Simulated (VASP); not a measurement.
# Al2O3 (Corundum) (R-3c) in VASP: notebook

Aim: see how the results for Al2O3 (Corundum) move with the level of theory and the settings. Levels: PBE, LDA. Tasks: electric field gradients, core levels, dielectric tensor.

All numbers are computed with VASP 6.6.1; they aren't measurements. Logs are shortened: lines on timing, memory, paths and dates and some standing lists are left out, and cuts for length are marked.

**Experimental background.**

“Multi-petahertz electron interference in Cr:Al2O3 solid-state material”, 2018, pmc:5906618 quotes, for a bulk crystal of Al2O3: band gap 8.7 eV (optical).

How close the calculation comes is told below.

**1. The crystal as given**

The structure is trigonal, space group R-3c (No. 167). The conventional cell has a = 4.760 Å, b = 4.760 Å, c = 12.996 Å, α = 90.00°, β = 90.00°, γ = 120.00°. Around Al (site symmetry 3) lie 6 O at 1.85 to 1.97 Å. Around O (site symmetry 2) lie 4 Al at 1.85 to 1.97 Å.

**2. Electric field gradients, PBE**

Contents of INCAR:

```
SYSTEM = Al2O3
PREC = Accurate
ENCUT = 520
EDIFF = 1E-8
ISMEAR = 0
SIGMA = 0.02
LREAL = .FALSE.
LASPH = .TRUE.
NELM = 60
ALGO = Normal
ISIF = 2
LWAVE = .FALSE.
LCHARG = .FALSE.
GGA = PE
LEFG = .TRUE.
```

Contents of KPOINTS:

```
regular mesh
0
G
  5 5 5
  0 0 0
```

Contents of POSCAR:

```
Al2O3
1.0
    2.3802500000      1.3742379782      4.3318666667
   -2.3802500000      1.3742379782      4.3318666667
    0.0000000000     -2.7484759565      4.3318666667
Al O
4 6
Direct
    0.8521600000      0.8521600000      0.8521600000
    0.6478400000      0.6478400000      0.6478400000
    0.1478400000      0.1478400000      0.1478400000
    0.3521600000      0.3521600000      0.3521600000
    0.0566800000      0.7500000000      0.4433200000
    0.7500000000      0.4433200000      0.0566800000
    0.4433200000      0.0566800000      0.7500000000
    0.9433200000      0.2500000000      0.5566800000
    0.2500000000      0.5566800000      0.9433200000
    0.5566800000      0.9433200000      0.2500000000
```

Potentials or basis: VASP PAW PBE potentials, release 64 (Al, O).

Launch:

```sh
cat potpaw_PBE.64/Al/POTCAR potpaw_PBE.64/O/POTCAR > POTCAR
mpirun -np 1 vasp_std > vasp.out
```

OUTCAR:

```text
SYSTEM = Al2O3
   PREC = Accurate
   ENCUT = 520
   EDIFF = 1E-8
   ISMEAR = 0
   LREAL = .FALSE.
   LASPH = .TRUE.
   NELM = 60
   ISIF = 2
   GGA = PE

 ion  position               nearest neighbor table
   1  0.852  0.852  0.852-   8 1.85   9 1.85  10 1.85   6 1.97   7 1.97   5 1.97   2 2.66   3 2.79
                             3 2.79   3 2.79   2 3.22   2 3.22   2 3.22
   2  0.648  0.648  0.648-   9 1.85   8 1.85  10 1.85   5 1.97   7 1.97   6 1.97   1 2.66   4 2.79
                             4 2.79   4 2.79   1 3.22   1 3.22   1 3.22
   3  0.148  0.148  0.148-   5 1.85   6 1.85   7 1.85   9 1.97  10 1.97   8 1.97   4 2.66   1 2.79
                             1 2.79   1 2.79   4 3.22   4 3.22   4 3.22
   4  0.352  0.352  0.352-   6 1.85   5 1.85   7 1.85   8 1.97  10 1.97   9 1.97   3 2.66   2 2.79
                             2 2.79   2 2.79   3 3.22   3 3.22   3 3.22
   5  0.057  0.750  0.443-   3 1.85   4 1.85   2 1.97   1 1.97
   6  0.750  0.443  0.057-   4 1.85   3 1.85   1 1.97   2 1.97
   7  0.443  0.057  0.750-   3 1.85   4 1.85   1 1.97   2 1.97
   8  0.943  0.250  0.557-   1 1.85   2 1.85   4 1.97   3 1.97
   9  0.250  0.557  0.943-   2 1.85   1 1.85   3 1.97   4 1.97
  10  0.557  0.943  0.250-   1 1.85   2 1.85   3 1.97   4 1.97

  LATTYP: Found a trigonal (rhomboedric) cell.
 ALAT       =     5.1302230849
 COS(alpha) =     0.5694707703

  Lattice vectors:

 A1 = (   2.3802500000,   1.3742379782,   4.3318666667)
 A2 = (  -2.3802500000,   1.3742379782,   4.3318666667)
 A3 = (   0.0000000000,  -2.7484759565,   4.3318666667)

Analysis of symmetry for initial positions (statically):
=====================================================================
 Subroutine PRICEL returns:
 Original cell was already a primitive cell.

 Routine SETGRP: Setting up the symmetry group for a
 trigonal (rhombohedral) supercell.

 Subroutine GETGRP returns: Found 12 space group operations
 (whereof  6 operations were pure point group operations)
 out of a pool of 12 trial point group operations.

The static configuration has the point symmetry S_6 .
 The point group associated with its full space group is D_3d.

Analysis of symmetry for dynamics (positions and initial velocities):
=====================================================================
 Subroutine PRICEL returns:
 Original cell was already a primitive cell.

 Routine SETGRP: Setting up the symmetry group for a
 trigonal (rhombohedral) supercell.

 Subroutine GETGRP returns: Found 12 space group operations
 (whereof  6 operations were pure point group operations)
 out of a pool of 12 trial point group operations.

The dynamic configuration has the point symmetry S_6 .
 The point group associated with its full space group is D_3d.

 Subroutine INISYM returns: Found 12 space group operations
 (whereof  6 operations are pure point group operations),
 and found     1 'primitive' translations

----------------------------------------------------------------------------------------

                                     Primitive cell

  volume of cell :      85.0180

  direct lattice vectors                    reciprocal lattice vectors
     2.380250000  1.374237978  4.331866667     0.210061968  0.121279334  0.076949121
    -2.380250000  1.374237978  4.331866667    -0.210061968  0.121279334  0.076949121
     0.000000000 -2.748475957  4.331866667     0.000000000 -0.242558668  0.076949121

  length of vectors
     5.130223085  5.130223085  5.130223085     0.254471756  0.254471756  0.254471756

  position of ions in fractional coordinates (direct lattice)
     0.852160000  0.852160000  0.852160000
     0.647840000  0.647840000  0.647840000
     0.147840000  0.147840000  0.147840000
     0.352160000  0.352160000  0.352160000
     0.056680000  0.750000000  0.443320000
     0.750000000  0.443320000  0.056680000
     0.443320000  0.056680000  0.750000000
     0.943320000  0.250000000  0.556680000
     0.250000000  0.556680000  0.943320000
     0.556680000  0.943320000  0.250000000

  ion indices of the primitive-cell ions
   primitive index   ion index
                 1           1
                 2           2
                 3           3
                 4           4
                 5           5
[... 92 lines left out ...]
  volume/ion in A,a.u.               =       8.50        57.37
  Fermi-wavevector in a.u.,A,eV,Ry     =   1.353064  2.556920 24.909299  1.830782
  Thomas-Fermi vector in A             =   2.480350
   LORBIT       =      0    0 simple, 1 ext, 2 COOP (PROOUT), +10 PAW based schemes
   GGA     = PE    functional components
   LHFCALC =     F    Hartree Fock is set to
   AEXX    =    0.0000 exact exchange contribution
   IVDW    =     0    specifies the selected vdW correction
   LEPSILON=     F    determine dielectric tensor
   LRPA    =     F    only Hartree local field effects (RPA)
 non-spin polarized calculation
 Gauss-broadening in eV      SIGMA  =   0.02
  energy-cutoff  :      520.00
  volume of cell :       85.02
 maximum number of plane-waves:      2304
 NGX is ok and might be reduce to    40
   NGX = 19   NGY = 19   NGZ = 19

 number of electron      48.0000013 magnetization

 Free energy of the ion-electron system (eV)
  ---------------------------------------------------
  ext. energy  EPLUGINS =         0.00000000
  ---------------------------------------------------
  free energy    TOTEN  =       -74.75241162 eV

  energy without entropy =      -74.75241162  energy(sigma->0) =      -74.75241162

 E-fermi :   6.2595     XC(G=0): -11.6856

 val. band max:        6.1427437573   @ k =   0.0000   0.0000   0.0000
 cond. band min:      12.3579591342   @ k =   0.0000   0.0000   0.0000
 fundamental gap:      6.2152153770
 Fermi energy:         6.2594675199

 k-point     1 :       0.0000    0.0000    0.0000
  band No.  band energies     occupation
      1     -13.1027      2.00000
      2     -10.7684      2.00000
      3     -10.4900      2.00000
      4     -10.4900      2.00000
      5     -10.1754      2.00000
      6     -10.1754      2.00000
[... 616 lines left out ...]
     29      17.7811      0.00000
     30      17.8604      0.00000

------------------------ aborting loop because EDIFF is reached ----------------------------------------

  FORCE on cell =-STRESS in cart. coord.  units (eV):
  Direction    XX          YY          ZZ          XY          YZ          ZX
  --------------------------------------------------------------------------------------
  -------------------------------------------------------------------------------------
  Total        3.9312280      3.9312280      3.5954972      0.0000000     -0.0000000      0.0000000
  in kB       74.0846033     74.0846033     67.7577048      0.0000000     -0.0000000      0.0000000
  external PRESSURE =      71.9756371 kB  Pullay stress =       0.0000000 kB

 VOLUME and BASIS-vectors are now :
 -----------------------------------------------------------------------------
  energy-cutoff  :      520.00
  volume of cell :       85.02
      direct lattice vectors                 reciprocal lattice vectors
     2.380250000  1.374237978  4.331866667     0.210061968  0.121279334  0.076949121
    -2.380250000  1.374237978  4.331866667    -0.210061968  0.121279334  0.076949121
     0.000000000 -2.748475957  4.331866667     0.000000000 -0.242558668  0.076949121

 POSITION                                       TOTAL-FORCE (eV/Angst)
 -----------------------------------------------------------------------------------
      0.00000     -0.00000     11.07433        -0.000000      0.000000     -0.026802
      0.00000     -0.00000      8.41907        -0.000000     -0.000000      0.026802
      0.00000     -0.00000      1.92127        -0.000000     -0.000000      0.026802
      0.00000     -0.00000      4.57653        -0.000000      0.000000     -0.026802
     -1.65027     -0.10988      5.41483        -0.012933     -0.022400      0.000000
      0.72998      1.48412      5.41483        -0.012933      0.022400      0.000000
      0.92030     -1.37424      5.41483         0.025866      0.000000      0.000000
      1.65027      0.10988      7.58077         0.012933      0.022400      0.000000
     -0.72998     -1.48412      7.58077         0.012933     -0.022400      0.000000
     -0.92030      1.37424      7.58077        -0.025866      0.000000      0.000000
 -----------------------------------------------------------------------------------
    total drift:                               -0.000000      0.000000     -0.000000

  FREE ENERGIE OF THE ION-ELECTRON SYSTEM (eV)
  ---------------------------------------------------
  free  energy   TOTEN  =       -74.7524116192 eV

  energy  without entropy=      -74.7524116192  energy(sigma->0) =      -74.75241162

 Electric field gradients (V/A^2)
---------------------------------------------------------------------
 ion       V_xx      V_yy      V_zz      V_xy      V_xz      V_yz
---------------------------------------------------------------------
   1      -3.167    -3.167     6.335    -0.000    -0.000     0.000
   2      -3.167    -3.167     6.335     0.000     0.000     0.000
   3      -3.167    -3.167     6.335    -0.000    -0.000     0.000
   4      -3.167    -3.167     6.335     0.000     0.000     0.000
   5      -2.274     5.555    -3.281     6.780   -28.565    16.492
   6      -2.274     5.555    -3.281    -6.780    28.565    16.492
   7       9.469    -6.189    -3.281    -0.000     0.000   -32.985
   8      -2.274     5.555    -3.281     6.780   -28.565    16.492
   9      -2.274     5.555    -3.281    -6.780    28.565    16.492
  10       9.469    -6.189    -3.281    -0.000     0.000   -32.985
---------------------------------------------------------------------

 Electric field gradients after diagonalization (V/A^2)
 (convention: |V_zz| > |V_xx| > |V_yy|)
----------------------------------------------------------------------
 ion       V_xx      V_yy      V_zz     asymmetry (V_yy - V_xx)/ V_zz
----------------------------------------------------------------------
   1      -3.167    -3.167     6.335       0.000
   2      -3.167    -3.167     6.335       0.000
   3      -3.167    -3.167     6.335       0.000
   4      -3.167    -3.167     6.335       0.000
   5      28.282     9.469   -37.751       0.498
   6      28.282     9.469   -37.751       0.498
   7      28.282     9.469   -37.751       0.498
   8      28.282     9.469   -37.751       0.498
   9      28.282     9.469   -37.751       0.498
  10      28.282     9.469   -37.751       0.498
----------------------------------------------------------------------

           NMR quadrupolar parameters

 Cq : quadrupolar parameter    Cq=e*Q*V_zz/h
 eta: asymmetry parameters     (V_yy - V_xx)/ V_zz
 Q  : nuclear electric quadrupole moment in mb (millibarn)
----------------------------------------------------------------------
 ion       Cq(MHz)       eta       Q (mb)
----------------------------------------------------------------------
   1       0.015       0.000       1.000
   2       0.015       0.000       1.000
   3       0.015       0.000       1.000
   4       0.015       0.000       1.000
   5      -0.091       0.498       1.000
   6      -0.091       0.498       1.000
   7      -0.091       0.498       1.000
   8      -0.091       0.498       1.000
   9      -0.091       0.498       1.000
  10      -0.091       0.498       1.000
----------------------------------------------------------------------
```

It took 29 s on 1 thread of Intel Xeon 6975P-C (Granite Rapids), shared host; peak memory 0.23 GiB.

Results:

| Property | Result |
| --- | --- |
| Free energy | -74.7524 eV |
| Pressure | 7.2 GPa |
| Largest force | 0.027 eV/Å |
| Band gap on the k mesh | 6.22 eV, direct |

Forces on the atoms (eV/Å):
```
Al   0.000  0.000 -0.027
Al   0.000  0.000  0.027
Al   0.000  0.000  0.027
Al   0.000  0.000 -0.027
O   -0.013 -0.022  0.000
O   -0.013  0.022  0.000
O    0.026  0.000  0.000
O    0.013  0.022  0.000
O    0.013 -0.022  0.000
O   -0.026  0.000  0.000
```

Electric field gradients, principal values (V/Å²):
| atom | Vxx | Vyy | Vzz |
| --- | --- | --- | --- |
| 1 Al | -3.167 | -3.167 | 6.335 |
| 2 Al | -3.167 | -3.167 | 6.335 |
| 3 Al | -3.167 | -3.167 | 6.335 |
| 4 Al | -3.167 | -3.167 | 6.335 |
| 5 O | 9.469 | 28.282 | -37.751 |
| 6 O | 9.469 | 28.282 | -37.751 |
| 7 O | 9.469 | 28.282 | -37.751 |
| 8 O | 9.469 | 28.282 | -37.751 |
| 9 O | 9.469 | 28.282 | -37.751 |
| 10 O | 9.469 | 28.282 | -37.751 |

[end of part 1 of 3]
